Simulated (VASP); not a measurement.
## MgO (Periclase): NMR shieldings

What are the shielding tensors of MgO (Periclase)? The cell is of the rock-salt type, one of the forms listed for this formula, which need not be the common one. The start is a cell from a database of measured crystal structures.

Main program and level: VASP 6.6.1; PBE; plane waves and PAW (Mg, O), in the first sound run; inputs show where later runs differ.

This is a report of a sequence of runs, with most program output left out.

The database entry behind the starting cell differs from later determinations by our own check (about 0.1 % long), so it need not match the best structure at ambient conditions.

## 1. Set-up

Symmetry: Fm-3m, No. 225, cubic system. Conventional cell: a = 4.217 Å, b = 4.217 Å, c = 4.217 Å, α = 90.00°, β = 90.00°, γ = 90.00°. Nearest to Mg lie 6 O at 2.11 Å. Nearest to O lie 6 Mg at 2.11 Å. Farther neighbours and most contacts between anions are not listed.

Coordinates:

```cif
data_structure
_symmetry_space_group_name_H-M 'Fm-3m'
_symmetry_Int_Tables_number 225
_cell_length_a 4.2170
_cell_length_b 4.2170
_cell_length_c 4.2170
_cell_angle_alpha 90.000
_cell_angle_beta 90.000
_cell_angle_gamma 90.000
_cell_volume 74.99
loop_
_atom_site_label
_atom_site_type_symbol
_atom_site_symmetry_multiplicity
_atom_site_Wyckoff_symbol
_atom_site_fract_x
_atom_site_fract_y
_atom_site_fract_z
_atom_site_occupancy
Mg1 Mg 4 a 0.00000 0.00000 0.00000 1
O1 O 4 b 0.50000 0.00000 0.00000 1
```

## 2. Ground state

A ground-state run shows first whether the cell has a gap, which the next steps need; its size sets how fine their mesh has to be.

Input file INCAR:

```
SYSTEM = MgO
PREC = Accurate
ENCUT = 520
EDIFF = 1E-07
NELM = 100
ISMEAR = 0
SIGMA = 0.01
LREAL = .FALSE.
ALGO = Normal
GGA = PE
NBANDS = 10
LORBIT = 11
LWAVE = .FALSE.
LCHARG = .FALSE.
KPAR = 2
```

Input file POSCAR:

```
MgO
1.0
    0.0000000000      2.1085000000      2.1085000000
    2.1085000000      0.0000000000      2.1085000000
    2.1085000000      2.1085000000      0.0000000000
Mg O
1 1
Direct
    0.0000000000      0.0000000000      0.0000000000
    0.5000000000      0.5000000000      0.5000000000
```

Input file KPOINTS:

```
Automatic mesh
0
Gamma
8 8 8
0 0 0
```

The projector-augmented-wave data sets are Mg and O (PBE family, release 64).

Launch:

```sh
mpirun -np 2 vasp_std
```

Wall time 2.8 s (2 MPI ranks of AMD EPYC 9R14 (Zen 4), shared host); peak memory 0.21 GiB.

The gap is read on the k-mesh alone, so it is an upper bound where the band edges lie off the mesh.

Numbers from this step:

```
free energy (TOTEN)            : -11.91 eV
Fermi energy                   : 3.216 eV
pressure                       : 3.364 GPa
gap on the k-mesh              : 4.692 eV
least direct gap on the k-mesh : 4.692 eV
```

The cell has a gap of 4.69 eV on this mesh and a pressure of +3.4 GPa, which holds the misfit of the given cell and coordinates with this functional, and any error of cutoff, mesh and data sets.

## 3. Shielding tensors

This step: chemical shifts by linear response (GIPAW), PBE; plane waves and PAW (Mg, O) (VASP 6.6.1).

LCHIMAG computes the induced currents by linear response. It needs tightly converged orbitals and a cutoff well above the default; LEFG adds the field gradients at no cost.

Input file INCAR:

```
SYSTEM = MgO
PREC = Accurate
ENCUT = 560
EDIFF = 1E-09
NELM = 100
ISMEAR = 0
SIGMA = 0.01
LREAL = .FALSE.
ALGO = Normal
GGA = PE
NBANDS = 10
LWAVE = .FALSE.
LCHARG = .FALSE.
KPAR = 2
LCHIMAG = .TRUE.
LEFG = .TRUE.
DQ = 0.001
ICHIBARE = 1
LNMR_SYM_RED = .TRUE.
```

POSCAR is that of step 2.

KPOINTS is that of step 2.

Launch:

```sh
mpirun -np 2 vasp_std
```

It took 65 s on 2 MPI ranks; peak memory 0.27 GiB; 2.1 min of CPU time.

Numbers from this step:

```
Fermi energy                   : 3.215 eV
pressure                       : 3.263 GPa
gap on the k-mesh              : 4.693 eV
least direct gap on the k-mesh : 4.693 eV
```

Valence and core; the G = 0 term is that of a spherical sample. NMR shielding, by row:

```
atom  isotropic shielding (ppm)  span (ppm)  skew  isotropic shielding without the G = 0 term (ppm)
 Mg1                      552.6           0     -                                             540.8
  O2                      199.7           0     -                                             187.9
```

Ordered as |Vzz| ≥ |Vxx| ≥ |Vyy|, the program's way. Electric field gradients, by row:

| atom | Vxx (V/Å²) | Vyy (V/Å²) | Vzz (V/Å²) | asymmetry |
| --- | --- | --- | --- | --- |
| Mg1 | 0 | 0 | 0 | - |
| O2 | 0.002 | 0.002 | -0.004 | - |

## 4. Another functional

This step: chemical shifts by linear response (GIPAW), LDA; plane waves and PAW (Mg, O) (VASP 6.6.1).

The functional is changed, to see how much the shieldings depend on it.

INCAR: that of step 3 with these lines changed.

```diff
@@ -9,3 +9,3 @@
 ALGO = Normal
-GGA = PE
+GGA = CA
 NBANDS = 10
```

POSCAR is that of step 3.

KPOINTS is that of step 3.

Launch:

```sh
mpirun -np 2 vasp_std
```

The job ended after 65 s (2 MPI ranks; peak memory 0.26 GiB; 2.1 min of CPU time).

The PAW data sets were made with PBE, though LDA sets exist; this is a small mismatch.

Numbers from this step:

* free energy (TOTEN): -13.31 eV
* Fermi energy: 2.878 eV
* pressure: -6.445 GPa
* gap on the k-mesh: 4.643 eV
* least direct gap on the k-mesh: 4.643 eV

Valence and core; the G = 0 term is that of a spherical sample. NMR shielding, by row:

```
atom  isotropic shielding (ppm)  span (ppm)  skew  isotropic shielding without the G = 0 term (ppm)
 Mg1                      548.1           0     -                                             536.2
  O2                        187           0     -                                             175.1
```

Ordered as |Vzz| ≥ |Vxx| ≥ |Vyy|, the program's way. Electric field gradients, by row:

```csv
atom,Vxx (V/Å²),Vyy (V/Å²),Vzz (V/Å²),asymmetry
Mg1,0,0,0,-
O2,0.002,0.002,-0.004,-
```

Against the first shielding run the largest change is -12.7 ppm, on O2.

## 5. Summary

This step: chemical shifts by linear response (GIPAW), PBE, LDA; plane waves and PAW (VASP 6.6.1).

Derived from the runs above.

Isotropic shieldings. Cost is wall time times ranks on a shared host. Shieldings by setting:

```csv
run,ENCUT (eV),k mesh,"Mg1, Wyckoff letter a (ppm)","O2, Wyckoff letter b (ppm)",cost (core minutes)
first shielding run,560,8x8x8,552.6,199.7,2.17
another functional,560,8x8x8,548.1,187,2.17
```

## 6. Summary of results

| Property | Result |
| --- | --- |
| Mg, isotropic shielding | 552.6 ppm |
| O, isotropic shielding | 199.7 ppm |

**Reading.** At PBE, in the first shielding run, the isotropic shieldings are Mg 552.6 ppm; O 199.7 ppm. In the first shielding run all tensors are isotropic to 0.5 ppm, as the cubic site symmetry asks. In the undistorted cell the field gradients vanish by symmetry; what its table shows is numerical noise. Against the first shielding run, the one with another functional moves the shieldings by at most 13 ppm. Shifts were not obtained, since a shift is the shielding of a reference compound, computed alike, less these values. The G = 0 term is the part set by the sample's shape, taken here for a sphere. No finer mesh was run, so convergence in it isn't shown. VASP's guide advises LASPH and NLSPLINE for shieldings, which this input doesn't set; the effect wasn't tested. Where the functional isn't the one that the data sets were made with, the shieldings hold that mismatch too. The cell is of the rock-salt type, one of the forms listed for this formula, which need not be the common one. The given cell is kept, although it stands at +3.3 GPa at PBE and ENCUT = 560 eV, which holds the mismatch of the given cell with this functional, any error of the entry itself and any basis-set error.

[Lines on the potential files, build, host, timing and source positions are cut from VASP's logs without a mark.]

[Logs are printed without paths, hosts, clocks, repeated set-up lines and the standing remarks that a program may print on its own settings, such as how far it seeks lower states.]

[Hosts, paths, dates, database ids (printed as entryN), source tags and the programs' standing remarks are cut or masked in the printed files.]
